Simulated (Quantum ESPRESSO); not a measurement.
# WC (Fm-3m) in Quantum ESPRESSO: settings compared, part 3 of 3

Quantum ESPRESSO 7.5. The steps go on from the part before.

### Step 5. Hubbard U by linear response, PBE+U

Contents of pw.in:

```
&CONTROL
  calculation = 'scf'
  prefix = 'pwscf'
  outdir = './tmp'
  pseudo_dir = './pseudo'
  tprnfor = .true.
  tstress = .true.
  disk_io = 'low'
/
&SYSTEM
  ibrav = 0
  nat = 2
  ntyp = 2
  ecutwfc = 56
  ecutrho = 448
  nbnd = 18
  occupations = 'smearing'
  smearing = 'mv'
  degauss = 0.01469973
/
&ELECTRONS
  conv_thr = 4d-10
  electron_maxstep = 120
  mixing_beta = 0.3
/
ATOMIC_SPECIES
W    183.8400 w_pbe_v1.2.uspp.F.UPF
C     12.0110 c_pbe_v1.2.uspp.F.UPF
CELL_PARAMETERS angstrom
   0.0000000000    2.1926840000    2.1926840000
   2.1926840000    0.0000000000    2.1926840000
   2.1926840000    2.1926840000    0.0000000000
ATOMIC_POSITIONS angstrom
W      0.0000000000    0.0000000000    0.0000000000
C      2.1926840000    2.1926840000    2.1926840000
K_POINTS automatic
8 8 8 0 0 0
HUBBARD {ortho-atomic}
U W-5d 0.0001
```

Contents of scf2.in:

```
&CONTROL
  calculation = 'scf'
  prefix = 'pwscf'
  outdir = './tmp'
  pseudo_dir = './pseudo'
  tprnfor = .true.
  tstress = .true.
  disk_io = 'low'
/
&SYSTEM
  ibrav = 0
  nat = 2
  ntyp = 2
  ecutwfc = 56
  ecutrho = 448
  nbnd = 18
  occupations = 'smearing'
  smearing = 'mv'
  degauss = 0.01469973
/
&ELECTRONS
  conv_thr = 1d-13
  electron_maxstep = 120
  mixing_beta = 0.3
  startingpot = 'file'
  startingwfc = 'file'
/
ATOMIC_SPECIES
W    183.8400 w_pbe_v1.2.uspp.F.UPF
C     12.0110 c_pbe_v1.2.uspp.F.UPF
CELL_PARAMETERS angstrom
   0.0000000000    2.1926840000    2.1926840000
   2.1926840000    0.0000000000    2.1926840000
   2.1926840000    2.1926840000    0.0000000000
ATOMIC_POSITIONS angstrom
W      0.0000000000    0.0000000000    0.0000000000
C      2.1926840000    2.1926840000    2.1926840000
K_POINTS automatic
8 8 8 0 0 0
HUBBARD {ortho-atomic}
U W-5d 0.0001
```

Contents of hp.in:

```
&INPUTHP
  prefix = 'pwscf'
  outdir = './tmp'
  nq1 = 2
  nq2 = 2
  nq3 = 2
  conv_thr_chi = 1d-06
  niter_max = 80
  iverbosity = 1
  alpha_mix(1) = 0.15
/
```

Potentials or basis: GBRV 1.5 PBE.

Started as:

```sh
$ OMP_NUM_THREADS=1 pw.x -in pw.in > pw.out
$ OMP_NUM_THREADS=1 pw.x -in scf2.in > scf2.out
$ OMP_NUM_THREADS=1 hp.x -in hp.in > hp.out
```

pw.out:

```text
This program is part of the open-source Quantum ESPRESSO suite
     for quantum simulation of materials; please cite
[... 9 lines left out ...]
     --------------------
     sticks:   dense  smooth     PW     G-vecs:    dense   smooth      PW
     Sum        1069     517    163                22899     7991    1459

     Using Slab Decomposition

     bravais-lattice index     =            0
     lattice parameter (alat)  =       5.8599  a.u.
     unit-cell volume          =     142.2836 (a.u.)^3
     number of atoms/cell      =            2
     number of atomic types    =            2
     number of electrons       =        18.00
     number of Kohn-Sham states=           18
     kinetic-energy cutoff     =      56.0000  Ry
     charge density cutoff     =     448.0000  Ry
     scf convergence threshold =      4.0E-10
     mixing beta               =       0.3000
     number of iterations used =            8  plain     mixing
     Exchange-correlation= SLA  PW   PBE  PBE
                           (   1   4   3   4   0   0   0)
     Hubbard projectors: ortho-atomic
     Hubbard parameters of DFT+U (Dudarev formulation) in eV:
     U(W-5d) =  0.0001

     Internal variables: lda_plus_u =T, lda_plus_u_kind = 0

     Internal variables: orbital_resolved =F, hub_pot_fix =F, apply_U = F

     celldm(1)=   5.859896  celldm(2)=   0.000000  celldm(3)=   0.000000
     celldm(4)=   0.000000  celldm(5)=   0.000000  celldm(6)=   0.000000

     crystal axes: (cart. coord. in units of alat)
               a(1) = (   0.000000   0.707107   0.707107 )
               a(2) = (   0.707107   0.000000   0.707107 )
               a(3) = (   0.707107   0.707107   0.000000 )

     reciprocal axes: (cart. coord. in units 2 pi/alat)
               b(1) = ( -0.707107  0.707107  0.707107 )
               b(2) = (  0.707107 -0.707107  0.707107 )
               b(3) = (  0.707107  0.707107 -0.707107 )

     PseudoPot. # 1 for W  read from file:
     w_pbe_v1.2.uspp.F.UPF
     Pseudo is Ultrasoft + core correction, Zval = 14.0
     Generated by new atomic code, or converted to UPF format
     Using radial grid of  923 points,  8 beta functions with:
                l(1) =   0
                l(2) =   0
                l(3) =   0
                l(4) =   1
                l(5) =   1
                l(6) =   2
                l(7) =   2
                l(8) =   3
     Q(r) pseudized with  6 coefficients,  rinner =    1.350   1.350   1.350
                                                       1.350   1.350   1.350
                                                       1.350

     PseudoPot. # 2 for C  read from file:
     c_pbe_v1.2.uspp.F.UPF
     Pseudo is Ultrasoft + core correction, Zval =  4.0
     Generated by new atomic code, or converted to UPF format
     Using radial grid of  721 points,  4 beta functions with:
                l(1) =   0
                l(2) =   0
                l(3) =   1
                l(4) =   1
     Q(r) pseudized with  8 coefficients,  rinner =    1.100   1.100   1.100

     atomic species   valence    mass     pseudopotential
     W                14.00   183.84000     W ( 1.00)
     C                 4.00    12.01100     C ( 1.00)

     48 Sym. Ops., with inversion, found

   Cartesian axes

     site n.     atom                  positions (alat units)
         1        W      tau(   1) = (   0.0000000   0.0000000   0.0000000  )
         2        C      tau(   2) = (   0.7071068   0.7071068   0.7071068  )

     number of k points=    29  Marzari-Vanderbilt smearing, width (Ry)=  0.0147
                       cart. coord. in units 2pi/alat
        k(    1) = (   0.0000000   0.0000000   0.0000000), wk =   0.0039062
        k(    2) = (   0.0883883   0.0883883  -0.0883883), wk =   0.0312500
        k(    3) = (   0.1767767   0.1767767  -0.1767767), wk =   0.0312500
        k(    4) = (   0.2651650   0.2651650  -0.2651650), wk =   0.0312500
        k(    5) = (  -0.3535534  -0.3535534   0.3535534), wk =   0.0156250
        k(    6) = (   0.1767767   0.0000000   0.0000000), wk =   0.0234375
[... 21 lines left out ...]
        k(   28) = (  -0.7071068   0.1767767  -0.0000000), wk =   0.0468750
        k(   29) = (  -0.7071068   0.3535534   0.0000000), wk =   0.0234375

     Dense  grid:    22899 G-vectors     FFT dimensions: (  40,  40,  40)

     Smooth grid:     7991 G-vectors     FFT dimensions: (  27,  27,  27)

     Initial potential from superposition of free atoms

     starting charge      17.8996, renormalised to      18.0000

     negative rho (up, down):  6.189E-02 0.000E+00

     STARTING HUBBARD OCCUPATIONS:

     =================== HUBBARD OCCUPATIONS ===================
     ------------------------ ATOM    1 ------------------------
     Tr[ns(  1)] =   3.90000
     eigenvalues:
       0.390  0.390  0.390  0.390  0.390
     eigenvectors (columns):
       1.000  0.000  0.000  0.000  0.000
       0.000  1.000  0.000  0.000  0.000
       0.000  0.000  1.000  0.000  0.000
       0.000  0.000  0.000  1.000  0.000
       0.000  0.000  0.000  0.000  1.000
     occupation matrix ns (before diag.):
       0.390  0.000  0.000  0.000  0.000
       0.000  0.390  0.000  0.000  0.000
       0.000  0.000  0.390  0.000  0.000
       0.000  0.000  0.000  0.390  0.000
       0.000  0.000  0.000  0.000  0.390

     Number of occupied Hubbard levels =    3.9000

     Atomic wfc used for Hubbard projectors are orthogonalized

     Starting wfcs are   17 randomized atomic wfcs +    1 random wfcs

     Self-consistent Calculation

     iteration #  1     ecut=    56.00 Ry     beta= 0.30
     Davidson diagonalization with overlap
     ethr =  1.00E-02,  avg # of iterations =  4.1

     =================== HUBBARD OCCUPATIONS ===================
     ------------------------ ATOM    1 ------------------------
     Tr[ns(  1)] =   3.82539
     eigenvalues:
       0.347  0.347  0.406  0.406  0.406
     eigenvectors (columns):
       0.157 -0.988 -0.000 -0.000 -0.000
       0.000 -0.000  0.243 -0.142  0.959
       0.000 -0.000  0.642 -0.718 -0.269
      -0.988 -0.157  0.000  0.000  0.000
      -0.000  0.000 -0.727 -0.682  0.084
     occupation matrix ns (before diag.):
       0.347 -0.000 -0.000  0.000  0.000
      -0.000  0.406 -0.000  0.000  0.000
      -0.000 -0.000  0.406  0.000  0.000
       0.000  0.000  0.000  0.347 -0.000
       0.000  0.000  0.000 -0.000  0.406
[... 62 lines left out ...]
     iteration #  8     ecut=    56.00 Ry     beta= 0.30
     Davidson diagonalization with overlap
     ethr =  3.07E-10,  avg # of iterations =  1.4

     negative rho (up, down):  6.631E-02 0.000E+00

     End of self-consistent calculation

     =================== HUBBARD OCCUPATIONS ===================
     ------------------------ ATOM    1 ------------------------
     Tr[ns(  1)] =   4.58194
     eigenvalues:
       0.445  0.445  0.467  0.467  0.467
     eigenvectors (columns):
       0.105 -0.995 -0.000 -0.000 -0.000
       0.000 -0.000  0.225  0.121  0.967
       0.000 -0.000  0.654 -0.755 -0.058
      -0.995 -0.105  0.000  0.000  0.000
      -0.000  0.000 -0.722 -0.645  0.249
     occupation matrix ns (before diag.):
       0.445 -0.000 -0.000  0.000  0.000
      -0.000  0.467 -0.000  0.000  0.000
      -0.000 -0.000  0.467  0.000  0.000
       0.000  0.000  0.000  0.445 -0.000
       0.000  0.000  0.000 -0.000  0.467
[... 117 lines left out ...]
          k = 0.0000-0.5303 0.5303 (  1011 PWs)   bands (ev):

   -53.5564 -18.0384 -17.9364 -17.7610   9.0383  14.8666  15.9004  16.9641
    20.1424  23.2692  24.3470  26.6754  26.6869  31.5923  33.3694  35.3153
    39.2882  40.8603

          k =-0.7071 0.0000 0.0000 (   998 PWs)   bands (ev):

   -53.5553 -18.1276 -17.8103 -17.8103   8.2473  16.0713  16.2260  19.3278
    19.3278  22.6909  24.1049  24.1049  27.2676  29.0919  33.6277  39.6230
    39.6230  40.3557

          k = 0.3536 0.1768 0.0000 (  1009 PWs)   bands (ev):

   -53.5763 -17.9448 -17.7459 -17.6689   8.2998  14.5520  16.4875  16.7730
    19.8433  22.5756  23.6409  24.4231  28.1631  31.6957  34.6903  35.0603
    39.1658  40.1190
[... 25 lines left out ...]
          k = 0.0000-0.3536 0.5303 (  1013 PWs)   bands (ev):

   -53.5589 -18.0142 -17.9324 -17.7439   9.4484  14.1118  15.7678  16.1174
    21.9960  22.2237  24.2893  25.7155  28.3991  32.6255  33.8522  34.0352
    38.2015  40.9906

          k =-0.7071 0.1768-0.0000 (  1004 PWs)   bands (ev):

   -53.5553 -18.0819 -17.8576 -17.8135   8.6508  15.8461  16.0323  17.0828
    20.3291  23.7718  24.1096  24.3919  27.0906  30.7339  33.5755  37.0618
    39.2681  41.6019

          k =-0.7071 0.3536 0.0000 (  1036 PWs)   bands (ev):

   -53.5553 -17.9706 -17.9706 -17.8166   9.1569  15.5219  15.7669  15.7669
    22.3144  22.3144  24.1143  25.2937  26.7267  33.6194  34.5943  34.5943
    37.6701  41.7617

     the Fermi energy is    21.9725 ev

!    total energy              =    -170.58649071 Ry
     estimated scf accuracy    <          3.5E-10 Ry
     smearing contrib. (-TS)   =      -0.00102300 Ry
     internal energy E=F+TS    =    -170.58546771 Ry

     The total energy is F=E-TS. E is the sum of the following terms:
     one-electron contribution =     -10.44708601 Ry
     hartree contribution      =      16.79056968 Ry
     xc contribution           =     -44.91233571 Ry
     ewald contribution        =    -132.01662479 Ry
     Hubbard energy            =       0.00000912 Ry

     convergence has been achieved in   8 iterations

     negative rho (up, down):  6.631E-02 0.000E+00

     Forces acting on atoms (cartesian axes, Ry/au):

     atom    1 type  1   force =     0.00000000   -0.00000000    0.00000000
     atom    2 type  2   force =     0.00000000    0.00000000    0.00000000

     Total force =     0.000000     Total SCF correction =     0.000000

     Computing stress (Cartesian axis) and pressure

     negative rho (up, down):  6.631E-02 0.000E+00
          total   stress  (Ry/bohr**3)                   (kbar)     P=       -2.66
  -0.00001806  -0.00000000  -0.00000000           -2.66       -0.00       -0.00
  -0.00000000  -0.00001806   0.00000000           -0.00       -2.66        0.00
  -0.00000000   0.00000000  -0.00001806           -0.00        0.00       -2.66

=------------------------------------------------------------------------------=
   JOB DONE.
=------------------------------------------------------------------------------=
```

Wall time 2.7 min (1 thread of Arm Neoverse V2, shared host); peak memory 0.2 GiB.

Results:

- Free energy: -2320.9474 eV
- Pressure: -0.3 GPa
- Band gap on the k mesh: none (metal or under the smearing width)
- Hubbard U from linear response: 3.34 eV

Levels at points of the mesh, in eV from the Fermi level:
| k point | band 5 | band 6 | band 7 | band 8 | band 9 | band 10 | band 11 | band 12 | band 13 | band 14 |
| --- | --- | --- | --- | --- | --- | --- | --- | --- | --- | --- |
| (0.00, 0.00, 0.00) | -15.95 | -2.89 | -2.89 | -2.89 | -1.20 | -1.20 | -1.20 | -1.10 | -1.10 | 6.32 |
| (0.00, 0.00, -0.50) | -11.35 | -9.94 | -6.72 | -6.72 | 0.91 | 0.91 | 2.18 | 4.78 | 8.62 | 8.62 |
| (0.00, -0.50, -0.50) | -13.73 | -5.90 | -5.75 | -2.64 | -2.64 | 0.72 | 2.13 | 2.13 | 5.30 | 7.12 |

Eigenvalues of the final occupation matrices:
```
  site  spin  trace               eigenvalues
W 1 5d  each   2.29  0.44 0.44 0.47 0.47 0.47
```

Hubbard U from linear response:
| site | manifold | U (eV) |
| --- | --- | --- |
| 1 | W-5d | 3.34 |
On the first site the bare response is -0.958 and the screened one -0.224 eV⁻¹.

Caveat: U without spin polarisation on a metal has little footing; the U is typed as a test and isn't derived for this compound.

### Step 6. The runs side by side

```tsv
task	level	U	cell	k mesh	mixing beta	start of the occupations	hubbard projectors	q mesh	gap on the mesh (eV)	pressure (GPa)
phonons	revPBE	-	relaxed	10 × 10 × 10	0.5	-	-	-	none	0.0
phonons	RPBE	-	relaxed	10 × 10 × 10	0.5	-	-	-	none	0.0
phonons	vdW-DF-cx	-	relaxed	10 × 10 × 10	0.5	-	-	-	none	0.0
Hubbard U by linear response	PBE+U	W d U = 0.0001 eV	as given	8 × 8 × 8	0.3	default	ortho-atomic	2 × 2 × 2	none	-0.3
```

Alike in all rows: potentials or basis GBRV 1.5 PBE; no spin polarisation; cutoff (eV) 762; smearing cold 0.2 eV.

Caveats: the potentials were made for another functional, which shifts forces and pressure (some runs); U without spin polarisation on a metal has little footing (some runs); the U is typed as a test and isn't derived for this compound (some runs).

Total energies depend on the potentials used, so only differences within one code and one set of settings carry meaning.
